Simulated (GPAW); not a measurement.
Runs of GPAW 26.7.0 on TaN. It takes space group F-43m (No. 216, cubic). The conventional cell has a = 4.982 Å, b = 4.982 Å, c = 4.982 Å, α = 90.00°, β = 90.00°, γ = 90.00°. Ta (site symmetry -43m) has 4 N at 2.16 Å as nearest neighbours. Around N (site symmetry -43m) lie 4 Ta at 2.16 Å. The cell comes from a database or a generator and needn't be the stable form of this composition.

| task | level | potentials or basis | U | k mesh | cutoff (eV) | smearing | maxiter | convergence | kernel | response ecut | response k mesh | mesh quality | gap on the mesh (eV) | pressure (GPa) |
| --- | --- | --- | --- | --- | --- | --- | --- | --- | --- | --- | --- | --- | --- | --- |
| single point | PBE | GPAW PAW data sets (gpaw-data 1.2.1), pw | - | 7 × 7 × 7 | 600 | fermi-dirac 0.05 eV | 120 | default | - | - | - | not flagged | none | -29.4 |
| single point | PBE | GPAW PAW data sets (gpaw-data 1.2.1), pw | - | 7 × 7 × 7 | 650 | fermi-dirac 0.05 eV | 120 | default | - | - | - | not flagged | none | -27.5 |
| electron localisation function | PBE | GPAW PAW data sets (gpaw-data 1.2.1), pw | - | 6 × 6 × 6 | 680 | fermi-dirac 0.01 eV | 150 | - | - | - | - | coarse | none | (a) |
| eps q | LDA+U | the program's PAW data sets (release 1.2.1) made for this functional, other valence, pw | Ta d U = 6.2 eV | 7 × 7 × 7 | 650 | fermi-dirac 0.05 eV | 150 | - | RPA | 60 eV | 11 × 11 × 11 | not flagged | none | - |
| single point | LDA+U | the program's PAW data sets (release 1.2.1) made for this functional, other valence, pw | Ta d U = 6.2 eV | 7 × 7 × 7 | 650 | fermi-dirac 0.05 eV | 120 | default | - | - | - | not flagged | none | -23.2 |

Alike in all rows: no spin polarisation; cell as given.

Fill in the values left out.

(a) -26.4.

Caveats: some runs use coarse meshes; the cutoff is short for stress and forces, so pressures can be off by a GPa or more (some runs); so large a pressure means that the cell lies far from this level's equilibrium, or that cutoff or potentials fall short (some runs); U without spin polarisation on a metal has little footing (some runs); a pressure of tens of GPa on the cell as given is suspect, and the run, the potentials or the cell itself is likely at fault (some runs); response on these states lacks terms of the Hamiltonian (some runs).

A k mesh can miss the band edges, and the runs leave out spin-orbit coupling on Ta.

A gap of «none» marks a metal or a gap under the smearing width.

Not every run made on this cell is shown here.
